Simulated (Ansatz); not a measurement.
Crystal: ZnCu2SnS4.

```xyz
8
Lattice="-2.7171 2.7171 5.4248 2.7171 -2.7171 5.4248 2.7171 2.7171 -5.4248" Properties=species:S:1:pos:R:3 pbc="T T T"
Sn    0.0000    0.0000    5.4248
Zn    2.7171    0.0000    2.7124
Cu    0.0000    2.7171    2.7124
Cu    0.0000    0.0000    0.0000
S     1.3944    1.3922    4.0338
S    -1.3922    1.3944    6.8158
S     1.3227    1.3249   -1.3910
S     4.1093    1.3227    1.3910
```

Base run:

| Item | Value |
| --- | --- |
| Program | Ansatz 0.2.0 |
| Functional | PBEsol |
| Potentials or basis | Ansatz PAW |
| Cutoff | 420 eV (not typed: the program's choice for these potentials) |
| k mesh | 7 × 7 × 7 |
| Occupations | fermi-dirac, width 0.05 eV |
| Spin | no spin polarisation |
| Hubbard terms | Cu d U = 8 eV |

Its results: band gap on the k mesh 1.00 eV, direct; pressure -0.6 GPa; largest force 0.209 eV/Å.

Task: The run is repeated on the same cell with these changes: hubbard terms from Cu d U = 8 eV to Cu d U = 6 eV. What comes out?

Result: Band gap on the k mesh 0.87 eV, direct; pressure -0.9 GPa; largest force 0.288 eV/Å.

Caveats: odd divisions of the mesh miss points on the zone boundary, where band edges often lie, so the gap on the mesh can be too wide; spin-orbit coupling is left out, which moves the levels of the heavy elements; the PAW data sets come from PBE, with cores solved anew for the run's functional, which leaves a small shift of forces and pressure; the density of states is complete only up to the lowest level of the last band computed.

A k mesh can miss the band edges.
